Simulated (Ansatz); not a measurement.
**PbSe: equation of state with PBE**

The system is PbSe.

```xyz
4
Lattice="2.1549 -6.1339 0.0000 2.1549 6.1339 0.0000 0.0000 0.0000 4.4505" Properties=species:S:1:pos:R:3 pbc="T T T"
Pb    2.1549    1.6164    1.1126
Pb    2.1549   -1.6164    3.3379
Se    2.1549    4.4323    1.1126
Se    2.1549   -4.4323    3.3379
```

Measurements of this composition are mostly on another form, of space group No. 225.

```json
{"Program": "Ansatz 0.2.0", "Task": "equation of state", "Functional": "PBE", "Potentials or basis": "Ansatz PAW", "Cutoff": "420 eV", "Density cutoff": "1680 eV", "k mesh": "7 × 7 × 6", "Occupations": "fermi-dirac, width 0.05 eV", "Spin": "no spin polarisation"}
```

```yaml
Equilibrium_volume: 30.05 Å³/atom
Bulk_modulus_at_fixed_shape_and_positions: 45 GPa
Pressure_derivative_of_the_bulk_modulus: 4.4
```

Energy against volume, from the lowest point:
| volume (Å³/atom) | energy (meV/atom) |
| --- | --- |
| 27.648 | 31.30 |
| 28.237 | 17.19 |
| 28.825 | 7.56 |
| 29.413 | 1.97 |
| 30.001 | 0.00 |
| 30.590 | 1.29 |
| 31.178 | 5.51 |

All runs of the series together: 38 s on 2 threads of AMD EPYC 7B13 (Zen 3) (shared host).

Caveat: the cell was scaled at fixed shape and fractional positions, which overstates the stiffness of a crystal with free parameters, most of all of layers and chains. The run has no spin-orbit coupling, so splittings on Pb are missing.
